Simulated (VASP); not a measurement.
Wanted: the native input for a VASP 6.6.1 run.

```yaml
Task: band structure
Functional: revPBE
Potentials_or_basis: VASP PAW PBE potentials, release 64 (N, B)
Cutoff: 520 eV
k_mesh: 12 × 12 × 12
Occupations: fermi-dirac, width 0.05 eV
Spin: no spin polarisation
Further_INCAR_settings: ALGO = Fast; EDIFF = 1e-06; NBANDS = 11
```

The structure of BN lies in POSCAR:

```
BN
1.0
    1.2511217832      0.7223354983      3.3729344033
   -1.2511217832      0.7223354983      3.3729344033
    0.0000000000     -1.4446709966      3.3729344033
N B
1 1
Direct
    0.6672382000      0.6672382000      0.6672382000
    0.0003288000      0.0003288000      0.0003288000
```

The cell is a database's computed one.

These files were run (other wordings do the same):

INCAR

```
SYSTEM = BN
  PREC = Accurate
  ENCUT = 520
  EDIFF = 1E-6
  ISMEAR = -1
  SIGMA = 0.05
  LREAL = .False.
  LASPH = .True.
  NELM = 100
  ALGO = Fast
  ISIF = 2
  LWAVE = .False.
  LCHARG = .False.
  GGA = RE
  NBANDS = 11
```

KPOINTS

```
regular mesh
0
Gamma
  12 12 12
  0 0 0
```

KPOINTS_OPT

```
path GLB1,BZGX,QFP1Z,LP
20
line-mode
reciprocal
 0.0000000000  0.0000000000  0.0000000000  G
 0.5000000000  0.0000000000  0.0000000000  L

 0.5000000000  0.0000000000  0.0000000000  L
 0.5000000000  0.1972419765 -0.1972419765  B1

 0.8027580235  0.5000000000  0.1972419765  B
 0.5000000000  0.5000000000  0.5000000000  Z

 0.5000000000  0.5000000000  0.5000000000  Z
 0.0000000000  0.0000000000  0.0000000000  G

 0.0000000000  0.0000000000  0.0000000000  G
 0.3486209883  0.0000000000 -0.3486209883  X

 0.6513790117  0.3486209883  0.0000000000  Q
 0.5000000000  0.5000000000  0.0000000000  F

 0.5000000000  0.5000000000  0.0000000000  F
 0.6513790117  0.6513790117  0.1972419765  P1

 0.6513790117  0.6513790117  0.1972419765  P1
 0.5000000000  0.5000000000  0.5000000000  Z

 0.5000000000  0.0000000000  0.0000000000  L
 0.8027580235  0.3486209883  0.3486209883  P
```

Potentials or basis: VASP PAW PBE potentials, release 64 (N, B).

Command:

```sh
$ cat potpaw_PBE.64/N/POTCAR potpaw_PBE.64/B/POTCAR > POTCAR
$ mpirun -np 1 vasp_std > vasp.out
```

Results of the run:

```json
{
  "Pressure": "6.6 GPa",
  "Largest force": "0.003 eV/Å",
  "Band gap on the k mesh": "4.36 eV, indirect (least direct gap 4.75 eV)",
  "Band gap along the path": "4.31 eV, indirect (least direct gap 4.75 eV)"
}
```

Caveat: the PAW data sets were made with another functional, which shifts forces and pressure a little.

Wall time 57 s on 1 thread of Intel(R) Xeon(R) Platinum 8488C (Sapphire Rapids), with other jobs on the host, peak memory 0.19 GiB.
